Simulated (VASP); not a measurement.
Runs of VASP 6.6.1 on Ni. Symmetry: Fm-3m, No. 225, cubic system. The conventional cell has a = 3.475 Å, b = 3.475 Å, c = 3.475 Å, α = 90.00°, β = 90.00°, γ = 90.00°. Ni (site symmetry m-3m) is surrounded by 12 Ni at 2.46 Å. 

```tsv
task	potentials or basis	cell	cutoff (eV)	gap on the mesh (eV)	pressure (GPa)	moment (μB)	relaxed volume (Å³/atom)
relaxation of cell and atoms	VASP PAW PBE potentials, release 64 (Ni)	relaxed	580	none	0.0	0.63	(b)
relaxation of cell and atoms	VASP PAW PBE potentials, release 64 (Ni_sv_GW)	relaxed	680	none	0.0	0.63	10.79
band structure	VASP PAW PBE potentials, release 64 (Ni)	as given	500	-	8.0	0.62	-
band structure	VASP PAW PBE potentials, release 64 (Ni_pv)	as given	520	-	5.8	0.63	-
band structure	VASP PAW PBE potentials, release 64 (Ni_sv_GW)	as given	600	-	(a)	0.63	-
```

Alike in all rows: level PBE; spin collinear, ferromagnetic start; k mesh 13 × 13 × 13; smearing fermi-dirac 0.05 eV.

Question: Fill in the values left out.

Answer: (a) 4.3; (b) 10.88.

A gap of «none» marks a metal or a gap under the smearing width.

The runs don't all hold the same shells in valence.
